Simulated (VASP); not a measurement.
The system is Si.

```
CELL_PARAMETERS angstrom
0.00000 2.72185 2.72185
2.72185 0.00000 2.72185
2.72185 2.72185 0.00000
ATOMIC_POSITIONS crystal
Si 0.50000 0.50000 0.50000
Si 0.75000 0.75000 0.75000
```

Program: VASP 6.6.1. Alike in all runs: no spin polarisation; cell as given; k mesh 8 × 8 × 8; cutoff (eV) 520.

Task: Order these runs on this cell by their pressure, lowest first.
A. level BLYP; potentials or basis VASP PAW PBE potentials, release 64 (Si); smearing fermi-dirac 0.05 eV; further INCAR settings ALGO = Normal; EDIFF = 1e-06
B. level LDA; potentials or basis VASP PAW LDA potentials, release 64 (Si); smearing fermi-dirac 0.05 eV; further INCAR settings ALGO = Normal; EDIFF = 1e-06
C. level AM05; potentials or basis VASP PAW PBE potentials, release 64 (Si); smearing fermi-dirac 0.05 eV; further INCAR settings ALGO = Normal; EDIFF = 1e-06
D. level PBE; potentials or basis VASP PAW PBE potentials, release 64 (Si); smearing gaussian 0.025 eV; further INCAR settings ALGO = Normal; EDIFF = 1e-07

Result: B (-2.1 GPa), C (-0.3 GPa), D (1.3 GPa), A (4.4 GPa).

Caveats: the PAW data sets were made with another functional, which shifts forces and pressure a little (some runs).
